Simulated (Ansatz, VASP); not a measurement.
**MgO in VASP and in Ansatz**

```
Mg O
1.0
     3.04820    0.00000    0.00000
    -1.52410    2.63982    0.00000
     0.00000    0.00000    2.67968
Mg O
1 1
Direct
  0.00000 0.00000 0.00000
  0.33333 0.66667 0.50000
```

Change from the starting cell: strain +0.0375 x Voigt [1, 1, 0, 0, 0, 0], atoms carried along.

Alike in both runs: task single point; functional PBEsol; k mesh 9 × 9 × 8; occupations gaussian, width 0.05 eV; no spin polarisation.

|  | VASP | Ansatz |
| --- | --- | --- |
| version | VASP 6.6.1 | Ansatz 0.2.0 |
| potentials or method | VASP PAW PBE potentials, release 64 (Mg, O) | scalar-relativistic, plane waves, PAW |
| plane-wave cutoff (eV) | 520 | 420 |
| valence electrons in the cell | 8 | 16 |

```csv
,VASP,Ansatz,Ansatz less VASP
gap on the k mesh at the Fermi level (eV),2.18,2.18,+0.005
least direct gap on the mesh (eV),2.50,2.51,+0.004
pressure (GPa),-11.8,-11.2,+0.51
largest component of the traceless stress (GPa),9.94,9.94,+0.003
```

The functional is the same, so the differences come from potentials, cutoffs and numerics. The two sets of potentials don't hold the same shells in valence.

Caveats: the PAW data sets were made with another functional, which shifts forces and pressure a little (VASP); an odd mesh through Γ misses points on the zone boundary, where band edges often lie.
